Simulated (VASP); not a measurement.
Set up this calculation in VASP 6.6.1, as the native input.

| Quantity | Value |
| --- | --- |
| Task | relaxation of cell and atoms |
| Functional | r2SCAN |
| Potentials or basis | VASP PAW PBE potentials, release 64 (Si) |
| Cutoff | 600 eV |
| k mesh | 9 × 9 × 6 |
| Occupations | gaussian, width 0.1 eV |
| Spin | no spin polarisation |
| Dipole correction | no |
| Further INCAR settings | ALGO = Normal; EDIFF = 1e-06; IBRION = 2; EDIFFG = -0.04; NSW = 90; ISIF = 3 |

Crystal: Si.

```xyz
1
Lattice="2.6311 0.0000 0.0000 -1.3155 2.2786 0.0000 0.0000 0.0000 2.5197" Properties=species:S:1:pos:R:3 pbc="T T T"
Si    0.0000    0.0000    0.0000
```

The cell was built by a generator and needn't be a form met in nature.

These files were run (other wordings do the same):

POSCAR

```
Si
1.0
    2.6310666699      0.0000000000      0.0000000000
   -1.3155333350      2.2785705752      0.0000000000
    0.0000000000      0.0000000000      2.5197059798
Si
1
Direct
    0.0000000000      0.0000000000      0.0000000000
```

INCAR.step1

```
SYSTEM = Si
PREC = Accurate
ENCUT = 600
ISMEAR = 0
SIGMA = 0.1
LREAL = .FALSE.
LASPH = .TRUE.
NELM = 100
GGA = PE
ALGO = Normal
EDIFF = 1E-4
LWAVE = .TRUE.
LCHARG = .FALSE.
```

INCAR.step2

```
SYSTEM = Si
PREC = Accurate
ENCUT = 600
EDIFF = 1E-6
ISMEAR = 0
SIGMA = 0.1
LREAL = .FALSE.
LASPH = .TRUE.
NELM = 100
ALGO = Normal
ISIF = 3
LWAVE = .FALSE.
LCHARG = .FALSE.
METAGGA = R2SCAN
LMIXTAU = .TRUE.
IBRION = 2
NSW = 90
EDIFFG = -0.04
ISTART = 1
```

KPOINTS

```
regular mesh
0
G
  9 9 6
  0 0 0
```

Potentials or basis: VASP PAW PBE potentials, release 64 (Si).

Run with:

```console
$ cat potpaw_PBE.64/Si/POTCAR > POTCAR
$ cp INCAR.step1 INCAR
$ mpirun -np 1 vasp_std > vasp.out
$ cp INCAR.step2 INCAR
$ mpirun -np 1 vasp_std > vasp.out
```

It gave:

```yaml
Relaxed_volume: 14.87 Å³/atom
Relaxed_cell: a = 2.654 Å, b = 2.654 Å, c = 2.437 Å, α = 90.00°, β = 90.00°, γ = 120.00°
Space_group_after_relaxing_to_0.05_Å: P6/mmm (No. 191)
Energy_gained_by_relaxing: 12.4 meV/atom
Ionic_steps: 9
Pressure_after_relaxing: 0.0 GPa
Band_gap_on_the_k_mesh: none (metal or under the smearing width)
```

Caveat: the k mesh is coarse (spacing up to 0.42 Å⁻¹), so the values aren't converged; the PAW data sets were made with another functional, which shifts forces and pressure a little.

Run time: 50 s on 1 thread of Intel(R) Xeon(R) Platinum 8488C (Sapphire Rapids) (shared host), peak memory 0.13 GiB.
